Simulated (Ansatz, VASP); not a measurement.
## One calculation of Ta2N, two programs

```
Ta N
1.0
     5.29657    0.00000    0.00000
    -2.64829    4.58697    0.00000
     0.00000    0.00000    4.93918
Ta N
6 3
Direct
  0.66636 0.66636 0.75362
  0.00000 0.33364 0.75362
  0.33364 0.00000 0.75362
  0.33364 0.33364 0.24638
  0.00000 0.66636 0.24638
  0.66636 0.00000 0.24638
  0.66667 0.33333 0.50000
  0.33333 0.66667 0.50000
  0.00000 0.00000 0.00000
```

Alike in both runs: task single point; functional PBE; k mesh 6 × 6 × 4; occupations gaussian, width 0.1 eV; no spin polarisation.

|  | VASP | Ansatz |
| --- | --- | --- |
| version | VASP 6.6.1 | Ansatz 0.2.0 |
| potentials or method | VASP PAW PBE potentials, release 64 (Ta_pv, N) | scalar-relativistic, plane waves, PAW |
| plane-wave cutoff (eV) | 520 | 420 |
| valence electrons in the cell | 81 | 93 |

```tsv
	VASP	Ansatz	Ansatz less VASP
gap on the k mesh at the Fermi level (eV)	none	none	-
pressure (GPa)	3.3	2.8	-0.47
largest component of the traceless stress (GPa)	0.26	0.24	-0.021
rms of the force components (eV/Å)	0.018	0.022	+0.0039
```

Atom by atom the forces differ by 0.007 eV/Å (rms over components). A gap of «none» marks a metal or a gap that the smearing closes. The two sets of potentials don't hold the same shells in valence.

Spin-orbit coupling is left out, which matters for the levels of Ta.
